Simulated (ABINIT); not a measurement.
Crystal: Mg.

```xyz
4
Lattice="3.1768 0.0000 0.0000 -1.5884 2.7512 0.0000 0.0000 0.0000 10.3189" Properties=species:S:1:pos:R:3 pbc="T T T"
Mg    1.5884    0.9171    7.7391
Mg    0.0000    0.0000    5.1594
Mg    0.0000    1.8341    2.5797
Mg    0.0000    0.0000    0.0000
```

Base run:

| Property | Result |
| --- | --- |
| Program | ABINIT 10.8.3 (patched build) |
| Functional | revPBE |
| Potentials or basis | JTH PAW PBE v2.0 |
| Cutoff | 517 eV |
| k mesh | 10 × 10 × 3 |
| Occupations | fermi-dirac, width 0.05 eV |
| Spin | no spin polarisation |

Its results: band gap on the k mesh none (metal or under the smearing width); pressure 1.4 GPa.

Problem. The run is repeated on the same cell with these changes: functional from revPBE to AM05. What comes out?

Solution. Band gap on the k mesh none (metal or under the smearing width); pressure -0.1 GPa.

AM05 binds more tightly than revPBE, so the same cell stands under less pressure.

Caveats: the PAW data sets were made with another functional, which shifts forces and pressure a little.
